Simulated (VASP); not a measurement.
# Be16H (a cell with a defect) in VASP: a series of runs

One crystal, Be16H (a cell with a defect), is run at these levels: PBE; tasks: single point, relaxation of the atoms.

Everything below comes from runs of VASP 6.6.1. Logs are shortened: lines on timing, memory, paths and dates and some standing lists are left out, and cuts for length are marked.

### Step 1. The crystal as given

The cell holds a defect, 17 atoms: a = 4.580 Å, b = 3.966 Å, c = 7.177 Å, α = 90.00°, β = 90.00°, γ = 90.00°.

The cell was built by a generator and needn't be a form met in nature.

### Step 2. Single point, PBE

INCAR reads:

```
SYSTEM = Be16H
ALGO = Fast
EDIFF = 1E-6
ENCUT = 520
GGA = PE
ISIF = 2
ISMEAR = -1
LASPH = .TRUE.
LCHARG = .TRUE.
LELF = .TRUE.
LREAL = Auto
LVHAR = .TRUE.
LWAVE = .FALSE.
NBANDS = 30
NELM = 100
PREC = Accurate
SIGMA = 0.15
```

KPOINTS reads:

```
k-points
0
G
  5 5 3
  0 0 0
```

POSCAR reads:

```
Be16H
1.0
   -2.2900000000     -3.9663960000      0.0000000000
    3.4350000000     -1.9831980000      0.0000000000
    0.0000000000      0.0000000000      7.1768600000
Be H
16 1
Direct
    0.7495221435      0.4959746696     -0.0021941143
    0.4921618546      0.3396008740      0.2465343270
    0.7495901154      0.5079457658      0.5033849980
    0.4989939533      0.3349356611      0.7497782701
    0.4989678760     -0.0010468735      0.0005438863
    0.2493614597      0.8325171507      0.2495923367
    0.4921452200     -0.0053997184      0.5038698772
    0.2494758614      0.8320212260      0.7531581293
    0.2495057732      0.5017713000     -0.0028541994
    0.0066895616      0.3392421515      0.2465090474
    0.2493473132      0.5016942010      0.5008036435
   -0.0000411465      0.3350612111      0.7498069949
   -0.0000118998     -0.0011662426      0.0005143968
    0.7495487967      0.8257302384      0.2469864682
    0.0066427635     -0.0050011821      0.5038998687
    0.7494936616      0.8379152329      0.7524367169
    0.7487875925      0.1668900346      0.3748245528
```

Potentials or basis: VASP PAW PBE potentials, release 64 (Be, H).

Launch:

```console
$ cat potpaw_PBE.64/Be/POTCAR potpaw_PBE.64/H/POTCAR > POTCAR
$ mpirun -np 1 vasp_std > vasp.out
```

OUTCAR:

```text
SYSTEM = Be16H
   EDIFF = 1E-6
   ENCUT = 520
   GGA = PE
   ISIF = 2
   ISMEAR = -1
   LASPH = .TRUE.
   LREAL = Auto
   NELM = 100
   PREC = Accurate

 ion  position               nearest neighbor table
   1  0.750  0.496  0.998-  12 2.21   4 2.21  14 2.22  16 2.22  10 2.23   2 2.23   5 2.28  13 2.28
                             9 2.29   9 2.29  13 2.30   5 2.30
   2  0.492  0.340  0.247-   9 2.20   5 2.22  10 2.22   1 2.23  11 2.23   6 2.25  14 2.26   3 2.29
                             6 2.30   7 2.30  14 2.35  10 2.36
   3  0.750  0.508  0.503-  17 1.64  16 2.22  12 2.22   4 2.22  14 2.23   7 2.26  15 2.26  10 2.29
                             2 2.29  11 2.29  11 2.29  15 2.35   7 2.35
   4  0.499  0.335  0.750-   1 2.21   9 2.21   3 2.22  11 2.22   7 2.22   5 2.24   8 2.28  16 2.28
                            12 2.29  12 2.29   8 2.30  16 2.30
   5  0.499  0.999  0.001-  16 2.21   8 2.21  14 2.22   6 2.22   2 2.22   4 2.24   9 2.28   1 2.28
                            13 2.29  13 2.29   9 2.30   1 2.30
   6  0.249  0.833  0.250-  13 2.22   5 2.22  11 2.23   7 2.23  15 2.23   9 2.24   2 2.25  10 2.25
                            14 2.29  14 2.29  10 2.30   2 2.30
   7  0.492  0.995  0.504-   8 2.20   4 2.22  15 2.22  16 2.23   6 2.23  11 2.25   3 2.26  14 2.29
                            11 2.30   2 2.30   3 2.35  15 2.36
   8  0.249  0.832  0.753-   9 2.19   7 2.20  15 2.20  13 2.21   5 2.21  11 2.24  12 2.28   4 2.28
                            16 2.29  16 2.29   4 2.30  12 2.30
   9  0.250  0.502  0.997-   8 2.19   2 2.20  10 2.20  12 2.21   4 2.21   6 2.24  13 2.28   5 2.28
                             1 2.29   1 2.29   5 2.30  13 2.30
  10  0.007  0.339  0.247-   9 2.20  13 2.22   2 2.22   1 2.23  11 2.23   6 2.25  14 2.26   3 2.29
                             6 2.30  15 2.30  14 2.35   2 2.36
  11  0.249  0.502  0.501-  12 2.22   4 2.22   6 2.23   2 2.23  10 2.23   8 2.24   7 2.25  15 2.25
                             3 2.29   3 2.29  15 2.30   7 2.30
  12  1.000  0.335  0.750-   1 2.21   9 2.21   3 2.22  15 2.22  11 2.22  13 2.24   8 2.28  16 2.28
                             4 2.29   4 2.29   8 2.30  16 2.30
  13  1.000  0.999  0.001-  16 2.21   8 2.21  14 2.22   6 2.22  10 2.22  12 2.24   9 2.28   1 2.28
                             5 2.29   5 2.29   9 2.30   1 2.30
  14  0.750  0.826  0.247-  17 1.63   1 2.22  13 2.22   5 2.22   3 2.23   2 2.26  10 2.26  15 2.29
                             7 2.29   6 2.29   6 2.29  10 2.35   2 2.35
  15  0.007  0.995  0.504-   8 2.20  12 2.22   7 2.22  16 2.23   6 2.23  11 2.25   3 2.26  14 2.29
                            11 2.30  10 2.30   3 2.35   7 2.36
  16  0.749  0.838  0.752-  13 2.21   5 2.21   3 2.22   1 2.22  15 2.23   7 2.23   4 2.28  12 2.28
                             8 2.29   8 2.29  12 2.30   4 2.30
  17  0.749  0.167  0.375-  14 1.63   3 1.64

  LATTYP: Found a simple orthorhombic cell.
 ALAT       =     3.9663962620
 B/A-ratio  =     1.1547004875
 C/A-ratio  =     1.8094157835

  Lattice vectors:

 A1 = (  -3.4350000000,   1.9831980000,   0.0000000000)
 A2 = (  -2.2900000000,  -3.9663960000,   0.0000000000)
 A3 = (   0.0000000000,   0.0000000000,   7.1768600000)

[... 174 lines left out ...]
   IMIX   =      4    mixing-type and parameters
     AMIX     =   0.40;   BMIX     =  1.00
     AMIX_MAG =   1.60;   BMIX_MAG =  1.00
  volume/ion in A,a.u.               =       7.67        51.75
  Fermi-wavevector in a.u.,A,eV,Ry     =   1.035573  1.956950 14.591049  1.072412
  Thomas-Fermi vector in A             =   2.169923
   LORBIT       =      0    0 simple, 1 ext, 2 COOP (PROOUT), +10 PAW based schemes
   GGA     = PE    functional components
   LHFCALC =     F    Hartree Fock is set to
   AEXX    =    0.0000 exact exchange contribution
   IVDW    =     0    specifies the selected vdW correction
   LEPSILON=     F    determine dielectric tensor
   LRPA    =     F    only Hartree local field effects (RPA)
 non-spin polarized calculation
 RMM-DIIS sequential band-by-band and
  energy-cutoff  :      520.00
  volume of cell :      130.38
 maximum number of plane-waves:      3529
 NGX is ok and might be reduce to    36
   NGX = 17   NGY = 15   NGZ = 27

 number of electron      33.0000000 magnetization

 Free energy of the ion-electron system (eV)
  ---------------------------------------------------
  ext. energy  EPLUGINS =         0.00000000
  ---------------------------------------------------
  free energy    TOTEN  =       -61.82810115 eV

  energy without entropy =      -61.68434823  energy(sigma->0) =      -61.75622469

 E-fermi :   7.3913     XC(G=0): -10.5852

 val. band max:        7.3898496025   @ k =   0.0000   0.0000   0.0000
 cond. band min:       7.4214626068   @ k =   0.4000   0.4000   0.0000
 fundamental gap:      0.0316130042
 Fermi energy:         7.3912966353

 k-point     1 :       0.0000    0.0000    0.0000
  band No.  band energies     occupation
      1      -5.1995      2.00000
      2      -3.0227      2.00000
      3      -2.1730      2.00000
      4      -0.2036      2.00000
      5       0.9687      2.00000
      6       1.5445      2.00000
[... 733 lines left out ...]
     27      12.0388      0.00000
     28      12.7300      0.00000

 [... further k-points ...]

 [bands above 28 left out]

------------------------ aborting loop because EDIFF is reached ----------------------------------------

  FORCE on cell =-STRESS in cart. coord.  units (eV):
  Direction    XX          YY          ZZ          XY          YZ          ZX
  --------------------------------------------------------------------------------------
  -------------------------------------------------------------------------------------
  Total        0.2491405      1.1067790     -1.2872444      0.7431787      0.0299125     -0.0528475
  in kB        3.0616738     13.6011451    -15.8188744      9.1328814      0.3675935     -0.6494396
  external PRESSURE =       0.2813148 kB  Pullay stress =       0.0000000 kB

 VOLUME and BASIS-vectors are now :
 -----------------------------------------------------------------------------
  energy-cutoff  :      520.00
  volume of cell :      130.38
      direct lattice vectors                 reciprocal lattice vectors
    -2.290000000 -3.966396000  0.000000000    -0.109170306 -0.189088533  0.000000000
     3.435000000 -1.983198000  0.000000000     0.218340611 -0.126059022  0.000000000
     0.000000000  0.000000000  7.176860000     0.000000000  0.000000000  0.139336702

 POSITION                                       TOTAL-FORCE (eV/Angst)
 -----------------------------------------------------------------------------------
     -0.01273     -3.95652      7.16111         0.008703     -0.002936     -0.003667
      0.03948     -2.62560      1.76934        -0.011227      0.002385      0.000221
      0.02823     -3.98053      3.61272         0.019045     -0.007970      0.005273
      0.00781     -2.64345      5.38105        -0.004974      0.002321     -0.002062
      2.28877     -3.96023      0.00390         0.004192     -0.005064      0.001439
      2.28866     -2.64011      1.79129        -0.007452      0.005008     -0.004838
[... 9 lines left out ...]
      1.16190     -4.63454      5.40013        -0.005568      0.005038      0.006995
     -1.14146     -3.30096      2.69006        -0.001925     -0.004000      0.007998
 -----------------------------------------------------------------------------------
    total drift:                               -0.000086     -0.001153      0.000759

  FREE ENERGIE OF THE ION-ELECTRON SYSTEM (eV)
  ---------------------------------------------------
  free  energy   TOTEN  =       -61.8281011537 eV

  energy  without entropy=      -61.6843482269  energy(sigma->0) =      -61.75622469
```

stdout:

```text
POSCAR found type information on POSCAR BeH
 POSCAR found :  2 types and      17 ions
 scaLAPACK will be used
 LDA part: xc-table for (Slater+PW92), standard interpolation
 POSCAR, INCAR and KPOINTS ok, starting setup
 FFT: planning ... GRIDC
 FFT: planning ... GRID_SOFT
 FFT: planning ... GRID
 WAVECAR not read
 entering main loop
```

Run time: 1.9 min. Hardware: 1 thread of Intel Xeon 6975P-C (Granite Rapids), shared host; peak memory 0.27 GiB.

Results:

| Quantity | Value |
| --- | --- |
| Free energy | -61.8281 eV |
| Pressure | 0.0 GPa |
| Largest force | 0.021 eV/Å |
| Band gap on the k mesh | none (metal or under the smearing width) |

Forces in eV/Å, atoms in the order of the input:
```
Be   0.009 -0.003 -0.004
Be  -0.011  0.002  0.000
Be   0.019 -0.008  0.005
Be  -0.005  0.002 -0.002
Be   0.004 -0.005  0.001
Be  -0.007  0.005 -0.005
Be   0.003 -0.007 -0.005
Be  -0.003  0.003  0.004
Be   0.008 -0.003  0.000
Be  -0.004  0.004  0.002
Be   0.004 -0.003  0.002
Be  -0.007  0.005 -0.002
Be   0.009 -0.002  0.002
Be  -0.010  0.007 -0.008
Be   0.000  0.000 -0.007
Be  -0.006  0.005  0.007
H   -0.002 -0.004  0.008
```

Stress tensor (GPa, compression positive):
```
 0.31  0.91 -0.06
 0.91  1.36  0.04
-0.06  0.04 -1.58
```

### Step 3. Relaxation of the atoms, PBE

INCAR reads:

```
SYSTEM = Be16H
PREC = Accurate
ENCUT = 520
EDIFF = 1E-6
ISMEAR = -1
SIGMA = 0.15
LREAL = Auto
LASPH = .TRUE.
NELM = 80
ALGO = Fast
ISIF = 2
LWAVE = .FALSE.
LCHARG = .FALSE.
GGA = PE
IBRION = 2
NSW = 80
EDIFFG = -0.03
```

KPOINTS reads:

```
regular mesh
0
G
  5 5 3
  0 0 0
```

POSCAR reads:

```
Be16H
1.0
   -2.2900000000     -3.9663960000      0.0000000000
    3.4350000000     -1.9831980000      0.0000000000
    0.0000000000      0.0000000000      7.1768600000
Be H
16 1
Direct
    0.7500000000      0.5000000000      0.0000000000
    0.5000000000      0.3333333000      0.2500000000
    0.7500000000      0.5000000000      0.5000000000
    0.5000000000      0.3333333000      0.7500000000
    0.5000000000      0.0000000000      0.0000000000
    0.2500000000      0.8333333000      0.2500000000
    0.5000000000      0.0000000000      0.5000000000
    0.2500000000      0.8333333000      0.7500000000
    0.2500000000      0.5000000000      0.0000000000
    0.0000000000      0.3333333000      0.2500000000
    0.2500000000      0.5000000000      0.5000000000
    0.0000000000      0.3333333000      0.7500000000
    0.0000000000      0.0000000000      0.0000000000
    0.7500000000      0.8333333000      0.2500000000
    0.0000000000      0.0000000000      0.5000000000
    0.7500000000      0.8333333000      0.7500000000
    0.7401809000      0.1720193000      0.3775952000
```

Potentials or basis: VASP PAW PBE potentials, release 64 (Be, H).

Launch:

```console
$ cat potpaw_PBE.64/Be/POTCAR potpaw_PBE.64/H/POTCAR > POTCAR
$ mpirun -np 1 vasp_std > vasp.out
```

Run time: 5.6 min. Hardware: 1 thread of Intel Xeon 6975P-C (Granite Rapids), shared host; peak memory 0.28 GiB.

It converged, with:

* Free energy: -61.8280 eV
* Energy gained by relaxing: 4.9 meV/atom
* Ionic steps: 8
* Pressure after relaxing: 0.0 GPa
* Largest force after relaxing: 0.025 eV/Å
* Band gap on the k mesh: none (metal or under the smearing width)

Forces in eV/Å, atoms in the order of the input:
```
Be   0.008 -0.001  0.003
Be  -0.003  0.004  0.006
Be   0.006  0.001 -0.004
Be   0.004 -0.001  0.003
Be  -0.001  0.001 -0.002
Be   0.003 -0.005  0.006
Be   0.007 -0.001 -0.005
Be   0.000  0.001  0.003
Be   0.003 -0.001  0.000
Be   0.003  0.000  0.005
Be  -0.004 -0.001 -0.005
Be   0.006 -0.001  0.002
Be  -0.001  0.004 -0.002
Be  -0.005  0.007  0.003
Be  -0.001  0.002 -0.004
Be  -0.003  0.005 -0.004
H   -0.020 -0.015 -0.005
```

Stress tensor (GPa, compression positive):
```
 0.32  0.89 -0.07
 0.89  1.35  0.04
-0.07  0.04 -1.58
```

Step by step:
```tsv
step	energy change (eV)	largest force (eV/Å)	pressure (GPa)
1	0.0000	0.6227	0.25
2	-0.0653	0.2188	0.07
3	-0.0762	0.1663	0.03
4	-0.0805	0.0745	0.03
5	-0.0818	0.0529	0.03
6	-0.0823	0.0435	0.03
7	-0.0825	0.0333	0.03
8	-0.0827	0.0253	0.03
```

Final structure:
```
CELL_PARAMETERS angstrom
-2.29000 -3.96640 0.00000
3.43500 -1.98320 0.00000
0.00000 0.00000 7.17686
ATOMIC_POSITIONS crystal
Be 0.74973 0.49600 0.99769
Be 0.49240 0.33949 0.24637
Be 0.74994 0.50863 0.50355
Be 0.49911 0.33455 0.74970
Be 0.49909 0.99913 0.00057
Be 0.24914 0.83190 0.24942
Be 0.49242 0.99417 0.50390
Be 0.24954 0.83178 0.75313
Be 0.24954 0.50189 0.99704
Be 0.00685 0.33852 0.24648
Be 0.24914 0.50181 0.50089
Be 0.00011 0.33448 0.74975
Be 0.00014 0.99922 0.00053
Be 0.74993 0.82581 0.24684
Be 0.00687 0.99520 0.50379
Be 0.74974 0.83781 0.75266
H 0.74649 0.16831 0.37527
```

Levels at points of the mesh, in eV from the Fermi level:
```csv
k point,band 13,band 14,band 15,band 16,band 17,band 18,band 19,band 20
"(0.00, 0.00, 0.00)",-4.11,-3.66,-0.02,0.00,0.33,0.43,0.77,1.05
```

### Step 4. Single point, PBE

INCAR reads:

```
SYSTEM = Be16H
PREC = Accurate
ENCUT = 520
EDIFF = 1E-6
ISMEAR = -1
SIGMA = 0.15
LREAL = Auto
LASPH = .True.
NELM = 100
ALGO = Fast
ISIF = 2
LWAVE = .False.
LCHARG = .False.
GGA = PE
NBANDS = 30
```

KPOINTS reads:

```
regular mesh
0
Gamma
  5 5 3
  0 0 0
```

POSCAR reads:

```
Be16H
1.0
   -2.2900000000     -3.9663960000      0.0000000000
    3.4350000000     -1.9831980000      0.0000000000
    0.0000000000      0.0000000000      7.1768600000
Be H
16 1
Direct
    0.7498026746      0.5072073491     -0.0031859897
    0.4925476248      0.3381331280      0.2537128621
    0.7497445893      0.4947034621      0.5024461974
    0.4993018815      0.3341577804      0.7504891782
    0.4924504585     -0.0064391459     -0.0035621699
    0.2497793104      0.8310667474      0.2507490393
    0.4993457383     -0.0022886408      0.4996819030
    0.2497725129      0.8312226054      0.7470682543
    0.2497448291      0.5005374568     -0.0005062842
    0.0068570608      0.3379033245      0.2536866293
    0.2497363723      0.5006003364      0.5030926417
    0.0002727149      0.3341994055      0.7504821331
    0.0070062485     -0.0063621671     -0.0035165320
    0.7498999881      0.8244077871      0.2533767988
    0.0002756170     -0.0023473087      0.4997154910
    0.7497717180      0.8370948888      0.7477291507
    0.7495288409      0.1652415710      0.1248654470
```

Launch:

```console
$ cat potpaw_PBE.64/Be/POTCAR potpaw_PBE.64/H/POTCAR > POTCAR
$ mpirun -np 1 vasp_std > vasp.out
```

Run time: 2 min. Hardware: 1 thread of Intel Xeon 6975P-C (Granite Rapids), shared host; peak memory 0.26 GiB.

The run converged. Its results:

```yaml
Free_energy: -61.8281 eV
Pressure: 0.0 GPa
Largest_force: 0.013 eV/Å
Band_gap_on_the_k_mesh: none (metal or under the smearing width)
```

Forces in eV/Å, atoms in the order of the input:
```
Be   0.006 -0.002 -0.001
Be  -0.005  0.002 -0.001
Be   0.009 -0.006  0.002
Be  -0.010  0.006 -0.001
Be   0.004 -0.007  0.001
Be  -0.002  0.003  0.002
Be   0.008 -0.004  0.000
Be  -0.009  0.005 -0.001
Be   0.005 -0.002 -0.003
Be  -0.003 -0.003  0.001
Be   0.007 -0.005  0.001
Be  -0.011  0.008  0.000
Be   0.006 -0.001 -0.002
Be  -0.008  0.008  0.000
Be   0.010 -0.004 -0.001
Be  -0.010  0.006 -0.002
H    0.003 -0.003  0.004
```

Stress tensor (GPa, compression positive):
```
 0.30  0.92  0.07
 0.92  1.36 -0.04
 0.07 -0.04 -1.59
```

Levels at points of the mesh, in eV from the Fermi level:
```tsv
k point	band 12	band 13	band 14	band 15	band 16	band 17	band 18	band 19	band 20	band 21
(0.00, 0.00, 0.00)	-4.21	-4.11	-3.65	-0.02	0.00	0.33	0.43	0.77	1.04	1.05
```

### Step 5. Relaxation of the atoms, PBE

INCAR reads:

```
SYSTEM = Be16H
  ALGO = Fast
  EDIFF = 1E-7
  EDIFFG = -0.03
  ENCUT = 520
  GGA = PE
  IBRION = 2
  ISIF = 2
  ISMEAR = -1
  LASPH = .True.
  LCHARG = .False.
  LREAL = Auto
  LWAVE = .False.
  NELM = 80
  NSW = 80
  PREC = Accurate
  SIGMA = 0.15
```

KPOINTS reads:

```
k-points
0
Gamma
  5 5 3
  0 0 0
```

POSCAR reads:

```
Be16H
1.0
   -2.2900000000     -3.9663960000      0.0000000000
    3.4350000000     -1.9831980000      0.0000000000
    0.0000000000      0.0000000000      7.1768600000
Be H
16 1
Direct
    0.7500000700      0.5000000400      0.0000000000
    0.5000000400      0.3333333600      0.2500000000
    0.7500000700      0.5000000400      0.5000000000
    0.5000000400      0.3333333600      0.7500000000
    0.5000000300      0.0000000200      0.0000000000
    0.2500000400      0.8333333600      0.2500000000
    0.5000000300      0.0000000200      0.5000000000
    0.2500000400      0.8333333600      0.7500000000
    0.2500000300      0.5000000200      0.0000000000
    0.0000000100      0.3333333400      0.2500000000
    0.2500000300      0.5000000200      0.5000000000
    0.0000000100      0.3333333400      0.7500000000
    0.0000000000      0.0000000000      0.0000000000
    0.7500000800      0.8333333800      0.2500000000
    0.0000000000      0.0000000000      0.5000000000
    0.7500000800      0.8333333800      0.7500000000
    0.7458375800      0.1523715400      0.1263247500
```

Launch:

```console
$ cat potpaw_PBE.64/Be/POTCAR potpaw_PBE.64/H/POTCAR > POTCAR
$ mpirun -np 1 vasp_std > vasp.out
```

Run time: 6.4 min. Hardware: 1 thread of Intel Xeon 6975P-C (Granite Rapids), shared host; peak memory 0.27 GiB.

It converged, with:

- Free energy: -61.8279 eV
- Energy gained by relaxing: 4.9 meV/atom
- Ionic steps: 8
- Pressure after relaxing: 0.0 GPa
- Largest force after relaxing: 0.028 eV/Å
- Band gap on the k mesh: none (metal or under the smearing width)

Forces in eV/Å, atoms in the order of the input:
```
Be   0.013 -0.006  0.003
Be  -0.004  0.004 -0.006
Be   0.006 -0.002 -0.005
Be   0.000 -0.002 -0.003
Be   0.001  0.001  0.006
Be   0.000 -0.002 -0.006
Be  -0.005  0.003  0.004
Be  -0.005  0.003 -0.001
Be  -0.008  0.003  0.005
Be  -0.002  0.002 -0.006
Be  -0.001  0.001  0.003
Be   0.003  0.002 -0.003
Be  -0.003  0.001  0.006
Be  -0.001  0.003 -0.004
Be  -0.005  0.004  0.003
Be  -0.008  0.006  0.004
H    0.018 -0.021  0.001
```

Stress tensor (GPa, compression positive):
```
 0.32  0.89  0.07
 0.89  1.35 -0.04
 0.07 -0.04 -1.58
```

Step by step:
```
step  energy change (eV)  largest force (eV/Å)  pressure (GPa)
   1              0.0000                0.6443            0.25
   2             -0.0660                0.2106            0.07
   3             -0.0770                0.1631            0.03
   4             -0.0813                0.0776            0.03
   5             -0.0827                0.0585            0.03
   6             -0.0833                0.0490            0.03
   7             -0.0836                0.0377            0.03
   8             -0.0838                0.0281            0.03
```

Final structure:
```
Be H
1.0
    -2.29000   -3.96640    0.00000
     3.43500   -1.98320    0.00000
     0.00000    0.00000    7.17686
Be H
16 1
Direct
  0.74996 0.50644 0.99677
  0.49264 0.33865 0.25381
  0.74989 0.49500 0.50264
  0.49924 0.33388 0.75051
  0.49263 0.99393 0.99631
  0.24963 0.83131 0.25095
  0.49936 0.99849 0.49963
  0.24979 0.83129 0.74701
  0.24964 0.50125 0.99950
  0.00708 0.33824 0.25379
  0.24982 0.50138 0.50309
  0.00043 0.33385 0.75050
  0.00703 0.99435 0.99638
  0.74997 0.82369 0.25349
  0.00030 0.99852 0.49966
  0.74987 0.83693 0.74762
  0.74857 0.16183 0.12466
```

Levels at points of the mesh, in eV from the Fermi level:
```tsv
k point	band 14	band 15	band 16	band 17	band 18	band 19
(0.00, 0.00, 0.00)	-3.66	-0.04	0.02	0.33	0.43	0.77
```
